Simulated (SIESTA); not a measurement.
The system is Au.

```xyz
1
Lattice="0.0000 2.0350 2.0350 2.0350 0.0000 2.0350 2.0350 2.0350 0.0000" Properties=species:S:1:pos:R:3 pbc="T T T"
Au    0.0000    0.0000    0.0000
```

```yaml
Program: SIESTA 5.4.2
Task: single point
Functional: PBE
Potentials_or_basis: PseudoDojo 0.4 standard (PBE files)
Basis: DZP (energy shift 0.002 Ry)
Grid_cutoff: 800 Ry
Energy_shift: 0.002 Ry
k_mesh: 11 × 11 × 11
Occupations: fermi-dirac, width 0.05 eV
Spin: no spin polarisation
```

On this cell: pressure 12.1 GPa; band gap on the k mesh none (metal or under the smearing width).

The same run follows on a disturbed copy (cell strained at random at fixed volume):

```
Au
1.0
     0.05952    2.03278    2.02390
     2.06284    0.03015    2.05328
     2.07413    2.07344    0.01886
Au
1
Direct
  0.99810 0.99583 0.01853
```

Task: What does the disturbed cell give?

Result: The energy (extrapolated to zero smearing) moves by +8.2 meV/atom; pressure 12.4 GPa; band gap on the k mesh none (metal or under the smearing width).

Stress tensor (GPa, compression positive):
```
12.49 -2.66 -1.94
-2.66 12.33  0.35
-1.94  0.35 12.26
```

Caveats: semicore shells carry a single zeta, which can move pressures by several GPa and volumes by a few percent; the basis of atomic orbitals isn't converged, which shifts pressures, moduli and gaps.
